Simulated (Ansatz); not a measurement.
Band table of TlBr (CsCl type)

```
CELL_PARAMETERS angstrom
2.98542 0.00000 0.00000
0.00000 2.98542 0.00000
0.00000 0.00000 2.98542
ATOMIC_POSITIONS crystal
Tl 0.00000 0.00000 0.00000
Br 0.50000 0.50000 0.50000
```

The cell comes from a relaxation on PAW files under the same functional, begun from a prototype that needn't be the stable phase.

Computed with Ansatz 0.2.0; functional PBE, scalar-relativistic. Settings: a Γ-centred 12×12×12 k mesh, Fermi–Dirac smearing of 0.08 eV, no spin polarisation. Methods: LAPW: all electrons, basis error target 1 meV/atom.

This run: volume at 0.4 of the series' base cell.

Spin–orbit coupling is left out, which matters for the heavy atoms.

Path points, in fractions of the reciprocal vectors: Γ (0.000, 0.000, 0.000), X (0.000, 0.500, 0.000), M (0.500, 0.500, 0.000), R (0.500, 0.500, 0.500). The distance column jumps between branches of the path. Levels in eV from the Fermi level; bands 26 to 40, counted from the lowest band of the run. The gap is zero, the pressure 174.2 GPa.

```
# k(1/Å) point b26 b27 b28 b29 b30 b31 b32 b33 b34 b35 b36 b37 b38 b39 b40
0.000 Γ -22.64 -14.84 -14.84 -13.08 -13.08 -13.08 -6.15 -6.15 -6.15 -5.06 4.10 4.10 12.81 12.81 12.81
0.132 - -22.59 -14.83 -14.82 -13.13 -13.13 -13.08 -7.04 -6.05 -6.05 -4.26 4.04 4.33 12.04 12.04 12.38
0.263 - -22.41 -14.81 -14.75 -13.26 -13.26 -13.07 -8.31 -5.75 -5.75 -3.26 3.90 4.99 10.54 10.54 11.35
0.395 - -22.13 -14.77 -14.70 -13.44 -13.44 -13.06 -9.49 -5.30 -5.30 -2.41 3.67 5.80 8.99 8.99 10.32
0.526 - -21.76 -14.75 -14.72 -13.64 -13.64 -13.04 -10.45 -4.73 -4.73 -1.70 3.42 5.95 7.54 7.54 10.26
0.658 - -21.32 -14.99 -14.68 -13.83 -13.83 -13.03 -11.08 -4.12 -4.12 -1.06 3.16 5.07 6.25 6.25 11.62
0.789 - -20.88 -15.42 -14.64 -13.97 -13.97 -13.01 -11.36 -3.54 -3.54 -0.42 2.95 3.86 5.19 5.19 12.68
0.921 - -20.51 -15.85 -14.61 -14.07 -14.07 -13.00 -11.44 -3.10 -3.10 0.23 2.77 2.81 4.47 4.47 12.56
1.052 X -20.36 -16.03 -14.60 -14.10 -14.10 -13.00 -11.44 -2.93 -2.93 0.64 2.20 2.76 4.20 4.20 12.52
1.184 - -20.34 -15.95 -14.57 -14.08 -14.08 -13.03 -11.44 -3.54 -2.97 1.09 1.33 3.08 4.34 4.95 12.62
1.315 - -20.31 -15.74 -14.48 -14.04 -14.01 -13.10 -11.43 -4.78 -3.06 -0.14 1.79 4.12 4.73 5.97 12.92
1.447 - -20.25 -15.43 -14.31 -13.97 -13.87 -13.21 -11.41 -6.13 -3.21 -1.65 2.39 5.36 5.62 6.60 12.41
1.578 - -20.18 -15.07 -14.03 -13.89 -13.66 -13.34 -11.39 -7.44 -3.38 -3.11 3.03 6.21 6.73 7.14 11.94
1.710 - -20.11 -14.76 -13.80 -13.61 -13.46 -13.35 -11.37 -8.67 -4.45 -3.56 3.75 6.53 7.25 8.15 11.55
1.842 - -20.06 -14.56 -13.72 -13.56 -13.08 -12.92 -11.36 -9.77 -5.59 -3.71 4.55 6.23 8.19 8.44 11.27
1.973 - -20.02 -14.44 -13.67 -13.63 -12.60 -12.37 -11.37 -10.74 -6.41 -3.82 5.37 5.98 7.59 9.76 11.11
2.105 M -20.01 -14.40 -13.65 -13.65 -12.39 -11.87 -11.38 -11.38 -6.72 -3.86 5.89 5.89 7.10 11.05 11.05
2.291 - -20.04 -14.48 -13.66 -13.63 -12.72 -12.71 -10.98 -10.72 -6.09 -3.79 5.05 6.07 7.89 9.27 11.08
2.477 - -20.18 -14.71 -13.68 -13.57 -13.46 -13.23 -10.28 -10.26 -4.43 -3.67 3.95 6.56 7.80 8.53 11.17
2.663 - -20.53 -14.91 -13.80 -13.71 -13.67 -13.48 -10.04 -9.44 -3.69 -2.22 3.09 7.04 7.24 8.00 11.36
2.849 - -21.08 -14.85 -14.12 -13.92 -13.61 -13.37 -9.77 -8.57 -4.05 -0.30 2.91 6.58 7.17 7.50 10.24
3.035 - -21.68 -14.74 -14.43 -13.79 -13.48 -13.26 -9.30 -7.71 -4.69 -0.39 4.49 5.53 6.53 8.14 10.73
3.221 - -22.19 -14.76 -14.66 -13.45 -13.30 -13.17 -8.50 -6.94 -5.40 -1.84 4.38 5.30 7.86 9.72 11.78
3.407 - -22.53 -14.82 -14.80 -13.18 -13.15 -13.11 -7.30 -6.37 -5.95 -3.67 4.14 4.42 10.93 11.59 12.57
3.593 Γ -22.64 -14.84 -14.84 -13.08 -13.08 -13.08 -6.15 -6.15 -6.15 -5.06 4.10 4.10 12.81 12.81 12.81
3.821 - -22.47 -14.79 -14.79 -13.22 -13.16 -13.16 -7.50 -6.26 -6.26 -3.16 4.38 4.38 10.29 11.52 11.52
4.048 - -21.98 -14.63 -14.63 -13.52 -13.37 -13.37 -8.67 -6.53 -6.53 -0.64 5.24 5.24 7.10 8.94 8.94
4.276 - -21.27 -14.41 -14.41 -13.69 -13.66 -13.66 -9.47 -6.81 -6.81 0.40 6.11 6.16 6.16 6.86 6.86
4.504 - -20.48 -14.45 -14.45 -13.69 -13.69 -13.40 -10.21 -6.96 -6.96 -1.03 3.72 3.72 8.04 8.84 8.84
4.732 - -19.72 -14.87 -14.87 -13.29 -13.29 -12.86 -10.74 -6.88 -6.88 -2.46 1.39 1.39 7.50 11.46 11.46
4.960 - -18.96 -15.29 -15.29 -13.57 -12.83 -12.83 -9.55 -6.55 -6.55 -3.24 -0.69 -0.69 4.04 14.51 14.51
5.188 - -18.12 -15.58 -15.58 -14.89 -12.48 -12.48 -7.24 -5.97 -5.97 -3.51 -2.37 -2.37 0.39 17.82 17.82
5.415 R -17.54 -15.69 -15.69 -15.69 -12.35 -12.35 -5.55 -5.55 -5.55 -3.18 -3.18 -3.18 -2.13 20.97 20.97
5.602 - -17.96 -15.63 -15.60 -15.13 -12.48 -12.40 -6.57 -6.39 -5.52 -3.63 -2.90 -2.17 -0.29 18.02 18.78
5.788 - -18.65 -15.47 -15.34 -14.08 -12.81 -12.56 -8.31 -7.61 -5.40 -3.62 -2.14 -0.41 2.54 15.00 16.28
5.974 - -19.26 -15.22 -14.99 -13.25 -13.11 -12.87 -9.78 -8.43 -5.19 -3.33 -1.02 1.43 5.68 12.08 13.94
6.160 - -19.72 -14.91 -14.74 -13.69 -13.29 -12.75 -10.72 -8.30 -4.86 -2.79 0.31 3.02 8.89 9.35 12.10
6.346 - -20.04 -14.95 -14.61 -14.07 -13.40 -13.08 -11.18 -7.16 -4.39 -1.94 1.70 3.68 6.91 10.70 11.37
6.532 - -20.23 -15.48 -14.36 -14.34 -13.58 -13.22 -11.37 -5.54 -3.80 -0.71 2.95 2.96 4.85 8.51 12.07
6.718 - -20.33 -15.88 -14.54 -14.16 -13.96 -13.06 -11.43 -3.87 -3.21 0.88 1.53 3.35 3.87 5.89 12.70
6.904 X -20.36 -16.03 -14.60 -14.10 -14.10 -13.00 -11.44 -2.93 -2.93 0.64 2.20 2.76 4.20 4.20 12.52
8.392 R -17.54 -15.69 -15.69 -15.69 -12.35 -12.35 -5.55 -5.55 -5.55 -3.18 -3.18 -3.18 -2.13 20.97 20.97
8.523 - -17.78 -15.64 -15.64 -15.39 -12.44 -12.36 -6.05 -6.05 -5.52 -3.94 -2.61 -2.61 -1.11 18.55 20.48
8.655 - -18.26 -15.50 -15.50 -14.77 -12.68 -12.36 -6.99 -6.99 -5.42 -4.83 -1.47 -1.47 0.50 16.13 19.50
8.786 - -18.75 -15.28 -15.28 -14.05 -13.04 -12.37 -7.97 -7.97 -5.51 -5.23 -0.15 -0.15 2.33 13.83 18.10
8.918 - -19.19 -14.97 -14.97 -13.44 -13.35 -12.37 -8.92 -8.92 -6.00 -4.97 1.26 1.26 4.32 11.73 16.40
9.050 - -19.54 -14.60 -14.60 -13.82 -12.74 -12.38 -9.79 -9.79 -6.34 -4.64 2.71 2.71 6.41 9.90 14.66
9.181 - -19.80 -14.19 -14.19 -14.13 -12.39 -12.27 -10.55 -10.55 -6.56 -4.27 4.13 4.13 8.43 8.52 13.01
9.313 - -19.96 -14.33 -13.82 -13.82 -12.39 -11.97 -11.14 -11.14 -6.68 -3.97 5.34 5.34 7.45 10.42 11.65
9.444 M -20.01 -14.40 -13.65 -13.65 -12.39 -11.87 -11.38 -11.38 -6.72 -3.86 5.89 5.89 7.10 11.05 11.05
```
